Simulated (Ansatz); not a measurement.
## Co: strain energy, fitted

Co, P6_3/mmc, a = 2.492 Å, c = 4.034 Å. Ansatz: PBE, PAW, 420 eV, Γ-centred 24×24×14 mesh on 2 atoms, Gaussian smearing 0.10 eV; collinear spin, largest moment 1.7 μB. Series: uniaxial strain along c, with a, b and atoms relaxed; x is the strain in per cent. y is the free energy over the unstrained cell, V0 = 10.848 Å³/atom.

```tsv
x (%)	y (meV/atom)
-6.0	?
-4.0	20.79
-2.0	4.89
0.0	0.00
2.0	4.89
4.0	18.12
6.0	38.45
```

**Question.** Fit y = c2 x² + c3 x³ to the other rows, turn c2 into a modulus, and predict the missing energy.

**Answer.** Least squares on the rows shown. y = 1.2097 x² − 0.023141 x³. In eV per unit strain² c2 is 12.10; this is Young's modulus along the axis (E = ½ Y V0 ε²): 2 × 12.10 × 160.2 / (10.848) = 357 GPa. At x = -6.0 the fit asked for gives 48.55 meV/atom. The run gave 48.47 meV/atom, so the fit is 0.08 meV/atom too high, within the rms miss on the fitted rows (0.17 meV/atom).